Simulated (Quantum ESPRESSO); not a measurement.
## BN: equation of state with PBEsol

The system is BN.

```
N B
1.0
     2.55394    0.00000    0.00000
    -1.27697    2.21178    0.00000
     0.00000    0.00000    4.22685
N B
2 2
Direct
  0.33333 0.66667 0.12528
  0.66667 0.33333 0.62528
  0.33333 0.66667 0.49972
  0.66667 0.33333 0.99972
```

Measurements of this composition are mostly on another form, of space group No. 194.

| Property | Result |
| --- | --- |
| Program | Quantum ESPRESSO 7.5 |
| Task | equation of state |
| Functional | PBEsol |
| Potentials or basis | GBRV 1.5 PBEsol |
| Cutoff | 612 eV |
| Density cutoff | 4898 eV |
| k mesh | 12 × 12 × 6 |
| Occupations | fermi-dirac, width 0.05 eV |
| Spin | no spin polarisation |
| Mixing beta | 0.5 |
| Most SCF iterations | 120 |
| SCF threshold | 8e-10 Ry |

| Item | Value |
| --- | --- |
| Equilibrium volume | 5.89 Å³/atom |
| Bulk modulus at fixed shape and positions | 385 GPa |
| Pressure derivative of the bulk modulus | 3.7 |

Energy against volume, from the lowest point:
```csv
volume (Å³/atom),energy (meV/atom)
5.611,16.36
5.730,4.89
5.850,0.00
5.969,1.12
6.088,7.68
6.208,19.21
6.327,35.26
```

All runs of the series together: 58 s on 2 threads of Arm Neoverse V1, on a shared host.

Caveat: the cell was scaled at fixed shape and fractional positions, which overstates the stiffness of a crystal with free parameters, most of all of layers and chains.
